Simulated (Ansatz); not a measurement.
# Pd in Ansatz: the effect of functional

The system is Pd.

```xyz
1
Lattice="0.0000 1.9721 1.9721 1.9721 0.0000 1.9721 1.9721 1.9721 0.0000" Properties=species:S:1:pos:R:3 pbc="T T T"
Pd    0.0000    0.0000    0.0000
```

The cell isn't the ideal one: volume scaled by 1.04.

Alike in all runs:

- Program: Ansatz 0.2.0
- Task: single point
- Potentials or basis: Ansatz PAW
- k mesh: 12 × 12 × 12
- Occupations: fermi-dirac, width 0.05 eV
- Spin: no spin polarisation

**Question.** One run gave: pressure -14.9 GPa. Which functional did it use?
A. PBE
B. LDA
C. r2SCAN

**Answer.** B.

```tsv
functional	cutoff	pressure (GPa)
LDA	420 eV (not typed: the program's choice for these potentials)	-14.9
r2SCAN	500 eV (not typed: the program's choice for these potentials)	-4.9
PBE	420 eV (not typed: the program's choice for these potentials)	-0.3
```

Caveats: the PAW data sets come from PBE, with cores solved anew for the run's functional, which leaves a small shift of forces and pressure (some runs).
